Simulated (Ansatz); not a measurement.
# Response of SnO to small distortions

```xyz
4
Lattice="3.8020 0.0000 0.0000 0.0000 3.8020 0.0000 0.0000 0.0000 4.8360" Properties=species:S:1:pos:R:3 pbc="T T T"
Sn    0.0000    1.9010    1.1534
Sn    1.9010    0.0000    3.6826
O     0.0000    0.0000    0.0000
O     1.9010    1.9010    0.0000
```

Atom numbers follow the list: Sn1, Sn2, O3, O4.

The cell is COD entry 9008956, as deposited and not checked against the literature; nothing was relaxed.

Spin–orbit coupling is left out, though it moves levels of the heavy atoms by tenths of an eV or more.

Theory: Ansatz 0.2.0, DFT, PBEsol, all-electron PAW with datasets made for the crystal, scalar-relativistic.

Sampling and basis: a Γ-centred 8×8×6 k mesh, Fermi–Dirac smearing of 0.01 eV, cutoff 360 eV (chosen by the program for this cell), no spin polarisation.

The unchanged cell is at -0.10 GPa.

In a metal, stresses and small energies carry noise from the k mesh.

x, y and z are the Cartesian axes of the cell as listed; fractional coordinates follow a strain, and an engineering shear is twice the off-diagonal strain component.

Q: One change gave: energy change +10 meV/atom; stress change (xx, yy, zz, yz, xz, xy) 0.30, 0.30, 0.23, 1.64, 1.64, 2.55 GPa, compression positive; change of the force on Sn1 (0.174, 0.174, 0.030) eV/Å. Which change was it?
A. equal xy, yz and zx engineering shear strains of -3 %
B. equal xy, yz and zx engineering shear strains of +1 %
C. equal xy, yz and zx engineering shear strains of -1 %
D. equal xy, yz and zx engineering shear strains of -2 %
E. equal xy, yz and zx engineering shear strains of +3 %
F. equal xy, yz and zx engineering shear strains of +2 %

A: A. For equal xy, yz and zx engineering shear strains of -1 %: energy change +1 meV/atom; stress change (xx, yy, zz, yz, xz, xy) 0.04, 0.04, 0.03, 0.53, 0.53, 0.83 GPa, compression positive; change of the force on Sn1 (0.057, 0.057, 0.003) eV/Å. For equal xy, yz and zx engineering shear strains of +2 %: energy change +4 meV/atom; stress change (xx, yy, zz, yz, xz, xy) 0.14, 0.14, 0.10, -1.04, -1.04, -1.63 GPa, compression positive; change of the force on Sn1 (-0.111, -0.111, 0.012) eV/Å. For equal xy, yz and zx engineering shear strains of -2 %: energy change +4 meV/atom; stress change (xx, yy, zz, yz, xz, xy) 0.14, 0.14, 0.10, 1.08, 1.08, 1.68 GPa, compression positive; change of the force on Sn1 (0.115, 0.115, 0.012) eV/Å. For equal xy, yz and zx engineering shear strains of +1 %: energy change +1 meV/atom; stress change (xx, yy, zz, yz, xz, xy) 0.03, 0.03, 0.02, -0.52, -0.52, -0.82 GPa, compression positive; change of the force on Sn1 (-0.056, -0.056, 0.003) eV/Å. For equal xy, yz and zx engineering shear strains of +3 %: energy change +9 meV/atom; stress change (xx, yy, zz, yz, xz, xy) 0.30, 0.30, 0.22, -1.54, -1.54, -2.43 GPa, compression positive; change of the force on Sn1 (-0.165, -0.165, 0.028) eV/Å.
